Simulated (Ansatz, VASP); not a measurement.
**Two plane-wave programs on SnTe**

The input INCAR:

```
SYSTEM = SnTe
PREC = Accurate ; ENCUT = 520
EDIFF = 1E-6 ; ISMEAR = 0
SIGMA = 0.03 ; LREAL = .FALSE.
LASPH = .TRUE. ; NELM = 100
ALGO = Normal ; ISIF = 2
LWAVE = .FALSE. ; LCHARG = .FALSE.
GGA = PE ; NBANDS = 17
```

File KPOINTS:

```
Automatic mesh
0
G
  10 10 10
  0 0 0
```

POSCAR

```
SnTe
1.0
    0.0000000000      3.1565000000      3.2827600000
    3.1565000000      0.0000000000      3.2827600000
    3.1565000000      3.1565000000      0.0000000000
Sn Te
1 1
Direct
    0.0000000000      0.0000000000      0.0000000000
    0.5000000000      0.5000000000      0.5000000000
```

Input for Ansatz:

```yaml
crystal:
  lattice:
    - [0.0, 3.1565, 3.28276]
    - [3.1565, 0.0, 3.28276]
    - [3.1565, 3.1565, 0.0]
  atoms:
    - { symbol: Sn, position: [0.0, 0.0, 0.0] }
    - { symbol: Te, position: [0.5, 0.5, 0.5] }
basis:
  ecutwfc: 420
kpoints:
  mp_grid: { grid: [10, 10, 10] }
hamiltonian:
  xc: pbe
scf:
  occupations: { method: gaussian, width: 0.03 }
output:
  forces: true
  stress: true
  eigenvalues: true
```

Change from the starting cell: strain +0.000 along x and y, +0.040 along z, atoms carried along.

Alike in both runs: task single point; functional PBE; k mesh 10 × 10 × 10; occupations gaussian, width 0.03 eV; no spin polarisation.

|  | VASP | Ansatz |
| --- | --- | --- |
| version | VASP 6.6.1 | Ansatz 0.2.0 |
| potentials or method | VASP PAW PBE potentials, release 64 (Sn_d, Te) | scalar-relativistic, plane waves, PAW |
| plane-wave cutoff (eV) | 520 | 420 |
| valence electrons in the cell | 20 | 30 |

```csv
,VASP,Ansatz,Ansatz less VASP
gap on the k mesh at the Fermi level (eV),0.04,0.04,-0.001
least direct gap on the mesh (eV),0.04,0.04,-0.001
pressure (GPa),0.4,0.4,+0.06
largest component of the traceless stress (GPa),2.74,2.74,-0.003
```

The two sets of potentials don't hold the same shells in valence.

Caveats: spin-orbit coupling is left out, which moves the levels of the heavy elements. A k mesh can miss the band edges.
